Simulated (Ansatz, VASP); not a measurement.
# Two plane-wave programs on WC (Qusongite)

Contents of INCAR:

```
PREC = Accurate
ENCUT = 520
EDIFF = 1E-6
ISMEAR = 0
SIGMA = 0.028000000000000004
LREAL = F
LASPH = T
NELM = 60
ALGO = Normal
ISIF = 2
LWAVE = F
LCHARG = F
GGA = PE
```

KPOINTS

```
Automatic mesh
0
Gamma
  10 10 9
```

File POSCAR:

```
WC
1.0
    2.9065000000      0.0000000000      0.0000000000
   -1.4532500000      2.5171028361      0.0000000000
    0.0000000000      0.0000000000      2.8366000000
W C
1 1
Direct
    0.0000000000      0.0000000000      0.0000000000
    0.6666666667      0.3333333333      0.5000000000
```

The input input.yaml:

```yaml
crystal:
  lattice:
    - [2.9065, 0.0, 0.0]
    - [-1.45325, 2.5171028361, 0.0]
    - [0.0, 0.0, 2.8366]
  atoms:
    - { symbol: W, position: [0.0, 0.0, 0.0] }
    - { symbol: C, position: [0.6666666667, 0.3333333333, 0.5] }
hamiltonian:
  xc: pbe
  pseudopotentials: { kind: paw }
kpoints:
  mp_grid: { grid: [10, 10, 9] }
scf:
  occupations: { method: gaussian, width: 0.028 }
output:
  forces: true
  stress: true
  eigenvalues: true
  write_density: true
  write_potential: true
  elf: true
  volumetric_format: npy
```

Alike in both runs: task single point; functional PBE; k mesh 10 × 10 × 9; occupations gaussian, width 0.028 eV; no spin polarisation.

|  | VASP | Ansatz |
| --- | --- | --- |
| version | VASP 6.6.1 | Ansatz 0.2.0 |
| potentials or method | VASP PAW PBE potentials, release 64 (W_sv, C) | Ansatz PAW |
| plane-wave cutoff (eV) | 520 | 420 |
| valence electrons in the cell | 18 | 18 |

```csv
,VASP,Ansatz,Ansatz less VASP
gap on the k mesh at the Fermi level (eV),none,none,-
pressure (GPa),6.7,5.6,-1.13
largest component of the traceless stress (GPa),0.44,0.63,+0.182
```

A gap of «none» marks a metal or a gap that the smearing closes.

Caveats: the pressure holds a Pulay correction of +0.3 GPa for the finite cutoff (Ansatz). The runs have no spin-orbit coupling, so splittings on W are missing.
